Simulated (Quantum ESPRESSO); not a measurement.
MnO: zone-centre phonons under several settings

```
Mn O
1.0
     2.97129   -1.71698    0.00000
     2.97129    1.71698    0.00000
    -1.98463    0.00000    2.81031
Mn O
1 1
Cartesian
  1.9788 0.0000 1.4070
  3.9609 0.0000 0.7007
```

The cell comes from a database or a generator and needn't be the stable form of this composition.

All runs used Quantum ESPRESSO 7.5; k mesh 6 × 6 × 6; relaxed cell; collinear spin, ferromagnetic start; cutoff 612 eV.

```csv
level,potentials,occupations,volume (Å³/atom),lowest optical mode without the field (cm⁻¹),highest optical mode without the field (cm⁻¹)
PBEsol,GBRV 1.5 PBEsol,"methfessel-paxton, width 0.2 eV",13.14,295,298
PBE,GBRV 1.5 PBE,"cold, width 0.136 eV",?,?,?
```

Problem. What stands in the row left open?

Solution. Volume 13.83 Å³/atom; lowest optical mode without the field 281 cm⁻¹; highest optical mode without the field 281 cm⁻¹.

Caveats: all runs use coarse meshes; the mesh is thin for the phonons of a metal; the cell relaxed to another space group than the one typed; a cell with one magnetic atom can't hold antiferromagnetic order, which such compounds often take.

For the row left open. Caveat: the k mesh is coarse (spacing up to 0.37 Å⁻¹), so the values aren't converged; the mesh is thin for the phonons of a metal; the cell relaxed to another space group than the one typed; a cell with one magnetic atom can't hold antiferromagnetic order, which such compounds often take.
